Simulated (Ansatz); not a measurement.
# Zn5S6: the cost of one run

Program: Ansatz 0.2.0. Level of theory: DFT PBE, scalar-relativistic, plane waves, PAW. These are calculated values, not measurements.

## Step 1: The starting structure

It takes space group F-43m (No. 216, cubic). Conventional cell: a = 5.443 Å, b = 5.443 Å, c = 5.443 Å, α = 90.00°, β = 90.00°, γ = 90.00°. Zn (site symmetry -43m) is surrounded by 4 S at 2.36 Å. S (site symmetry -43m) is surrounded by 4 Zn at 2.36 Å.

Structure file:

```xyz
2
Lattice="0.0000 2.7216 2.7216 2.7216 0.0000 2.7216 2.7216 2.7216 0.0000" Properties=species:S:1:pos:R:3 pbc="T T T"
Zn    0.0000    0.0000    0.0000
S     4.0823    4.0823    4.0823
```

It is the result of an earlier relaxation at this level (volume 20.16 Å³/atom; gap on the mesh: 2.02 eV).

Bulk energy on matching settings, from an earlier run: -2111.3672 eV/atom.

## Step 2: Cutting the (100) slab

Miller indices refer to the conventional cell of the relaxed bulk, F-43m (No. 216): a = 5.443 Å, b = 5.443 Å, c = 5.443 Å, α = 90.00°, β = 90.00°, γ = 90.00°.

The slab is a (100) slab, 13.6 Å thick as cut, with 15 Å of vacuum; its outer planes are S (top) and S (bottom).

The slab as cut. Layers, bottom to top:

```csv
plane,atoms per cell,height over the lowest (Å)
1,S,0.00
2,Zn,1.36
3,S,2.72
4,Zn,4.08
5,S,5.44
6,Zn,6.80
7,S,8.16
8,Zn,9.53
9,S,10.89
10,Zn,12.25
11,S,13.61
```

## Step 3: The slab as cut, atoms at the bulk's places

A dipole layer in the vacuum cancels the field that periodic copies would set up if the slab's two faces differ.

Contents of input.yaml:

```yaml
crystal:
  lattice:
    - [3.8488726981, 0.0, 0.0]
    - [0.0, 3.8488726981, 0.0]
    - [0.0, 0.0, 28.6078199237]
  atoms:
    - { symbol: S, position: [0.0, 0.5, 0.2621660798] }
    - { symbol: Zn, position: [0.5, 0.5, 0.3097328638] }
    - { symbol: S, position: [0.5, 0.0, 0.3572996479] }
    - { symbol: Zn, position: [0.0, 0.0, 0.4048664319] }
    - { symbol: S, position: [0.0, 0.5, 0.452433216] }
    - { symbol: Zn, position: [0.5, 0.5, 0.5] }
    - { symbol: S, position: [0.5, 0.0, 0.547566784] }
    - { symbol: Zn, position: [0.0, 0.0, 0.5951335681] }
    - { symbol: S, position: [0.0, 0.5, 0.6427003521] }
    - { symbol: Zn, position: [0.5, 0.5, 0.6902671362] }
    - { symbol: S, position: [0.5, 0.0, 0.7378339202] }
basis:
  ecutwfc: 420
kpoints:
  mp_grid: { grid: [7, 7, 1] }
hamiltonian:
  xc: pbe
scf:
  occupations: { method: gaussian, width: 0.05 }
output:
  forces: true
  stress: true
  eigenvalues: true
  write_density: true
  write_potential: true
  elf: true
  volumetric_format: npy
efield:
  axis: 3
  dipole_correction: true
  ramp_width: 0.04
```

Run with:

```console
$ ansatz run input.yaml --threads 1 --pin off --max-ram 2560MiB --backend cpu --events-out ev --progress --plain --runs-dir out
```

**Question.** How long does this run take on 1 thread of Arm Neoverse N1, shared host, and how much memory does it need?

About 1.9 min, with a peak of 0.66 GiB.
